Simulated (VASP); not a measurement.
Crystal: CsI.

```
Cs I
1.0
     4.60814    0.00000    0.00000
     0.00000    4.60814    0.00000
     0.00000    0.00000    4.60814
Cs I
1 1
Cartesian
  0.0000 0.0000 0.0000
  2.3041 2.3041 2.3041
```

The cell was built by a generator and needn't be a form met in nature.

Base run:

| Property | Result |
| --- | --- |
| Program | VASP 6.6.1 |
| Functional | PBE |
| Potentials or basis | VASP PAW PBE potentials, release 64 (Cs_sv, I) |
| Cutoff | 520 eV |
| k mesh | 4 × 4 × 4 |
| Occupations | gaussian, width 0.01 eV |
| Spin | no spin polarisation |

Its results: band gap on the k mesh 3.79 eV, indirect (least direct gap 3.88 eV); pressure 0.5 GPa.

Problem. The run is repeated on the same cell with these changes: functional from PBE to HSE06; further incar settings from ALGO = Fast; EDIFF = 1e-07; NBANDS = 15 to ALGO = Normal; EDIFF = 1e-07; NBANDS = 15. What comes out?

Solution. Band gap on the k mesh 4.77 eV, indirect (least direct gap 4.87 eV); pressure 0.2 GPa.

Caveats: spin-orbit coupling is left out, which moves the levels of the heavy elements; the PAW data sets were made with another functional, which shifts forces and pressure a little (some runs).

A k mesh can miss the band edges.
